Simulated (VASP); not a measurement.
A run of VASP 6.6.1:

The input INCAR:

```
PREC = Accurate
ENCUT = 600
EDIFF = 1E-6
ISMEAR = 0
SIGMA = 0.03
LREAL = F
LASPH = T
NELM = 80
ALGO = Normal
ISIF = 3
LWAVE = F
LCHARG = F
GGA = PS
IBRION = 2
NSW = 90
EDIFFG = -0.01
KPAR = 2
```

KPOINTS

```
Automatic mesh
0
Gamma
  8 8 8
```

POSCAR

```
ZnSnP2
1.0
   -2.8237507000      2.8237507000      5.6621699000
    2.8237507000     -2.8237507000      5.6621699000
    2.8237507000      2.8237507000     -5.6621699000
Zn Sn P
2 2 4
Direct
    0.7500000000      0.2500000000      0.5000000000
    0.0000000000      0.0000000000      0.0000000000
    0.2500000000      0.7500000000      0.5000000000
    0.5000000000      0.5000000000      0.0000000000
    0.3750000000      0.3536230800      0.4786230800
    0.6463769200      0.1250000000      0.0213769200
    0.1036230800      0.6250000000      0.9786230800
    0.8750000000      0.8963769200      0.5213769200
```

Potentials or basis: VASP PAW PBE potentials, release 64 (Zn, Sn_d, P).

The run is started by

```sh
$ cat potpaw_PBE.64/Zn/POTCAR potpaw_PBE.64/Sn_d/POTCAR potpaw_PBE.64/P/POTCAR > POTCAR
$ mpirun -np 2 vasp_std > vasp.out
```

Hardware: 2 MPI ranks on AMD EPYC 7R13 Processor (Zen 3), on a shared host.

Estimate the wall time of this run.

Run time: 22 min on 2 MPI ranks on AMD EPYC 7R13 Processor (Zen 3) (shared host), peak memory 0.74 GiB a rank. Counts: scf iterations 39, k points 59, ion steps 5.
